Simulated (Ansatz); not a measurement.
**C (P6_3/mmc), random displacements**

Level of theory: DFT PBE, scalar-relativistic, plane waves, PAW in Ansatz 0.2.0. Cutoff 420 eV, Γ-centred 12×12×6 k-points, Gaussian smearing of 0.05 eV. No spin polarisation. Energies are free energies at this smearing, counted from the undisturbed cell; pressure is positive in compression.

Reference structure (relaxed at this level):

```
C
1.0
     2.51156    0.00000    0.00000
    -1.25578    2.17508    0.00000
     0.00000    0.00000    4.18036
C
4
Direct
  0.33333 0.66667 0.06273
  0.66667 0.33333 0.56273
  0.33333 0.66667 0.43727
  0.66667 0.33333 0.93727
```

The atoms are displaced (Å, in the unstrained cell):

```csv
atom,ux,uy,uz
C1,-0.008,-0.016,0.009
C2,-0.015,-0.007,-0.014
C3,0.017,0.021,-0.006
C4,0.006,0.003,0.011
```

The cell is not strained.

(1) What are the energy change, the stress and the forces?

Answers

(1) ΔE = 13.5 meV/atom; stress (xx, yy, zz, yz, xz, xy; compression positive) (0.41, 0.84, 0.67, 1.30, 1.15, -0.20) GPa; gap on the mesh 3.17 eV.
```tsv
atom	Fx (eV/Å)	Fy	Fz
C1	0.63	0.81	-0.40
C2	1.03	0.92	0.78
C3	-1.05	-1.08	0.17
C4	-0.61	-0.65	-0.54
```

Cost: 1 run of about 0.12 core-minutes, on Intel Xeon 6975P-C (Granite Rapids) (shared hosts).